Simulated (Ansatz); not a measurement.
# A strain series on KBr (Fm-3m): isotropic on every length

A 2-atom cell of KBr started from a crystallographic database, relaxed with r2SCAN in the plane-wave code Ansatz, then strained (isotropic on every length; changes of length per length, axes as in the cell below) with the atoms relaxed again within the symmetry that is left. The symmetry is Fm-3m (No. 225, cubic); a = 6.605 Å in the conventional setting, 36.02 Å³ an atom. K is surrounded by 6 Br at 3.30 Å; Br is surrounded by 6 K at 3.30 Å. The values are computed, spin-unpolarised, and not measurements.

```
CELL_PARAMETERS angstrom
0.00000 3.30244 3.30244
3.30244 0.00000 3.30244
3.30244 3.30244 0.00000
ATOMIC_POSITIONS crystal
K 0.00000 0.00000 0.00000
Br 0.50000 0.50000 0.50000
```

Gaps are the least over each mesh (PBE 6×6×6, r2SCAN 6×6×6, HSE06 4×4×4 when unstrained) and the special points, which keep their unstrained names; stress is the change from the unstrained cell, compression positive.

```
strain (%)  gap, PBE (eV)  gap, r2SCAN (eV)  gap, HSE06 (eV)  edges, HSE06  mean stress, r2SCAN (GPa)  energy rise, r2SCAN (meV/atom)
     -4.56          4.840             5.511            6.042             Γ                      +3.17                            41.5
     -1.61          4.564             5.214            5.743             Γ                      +0.88                             4.8
       0.0          4.430             5.071            5.596             Γ                       0.00                             0.0
     +2.98          4.205             4.835            5.351             Γ                      -1.14                            12.2
```

Between zero and the nearest strains the slope of the HSE06 gap against strain is -0.091 eV per percent for negative and -0.082 for positive strain.

Spin-orbit coupling is left out.

The meshes of the hybrids are coarse, so their gaps aren't converged to the digits shown.
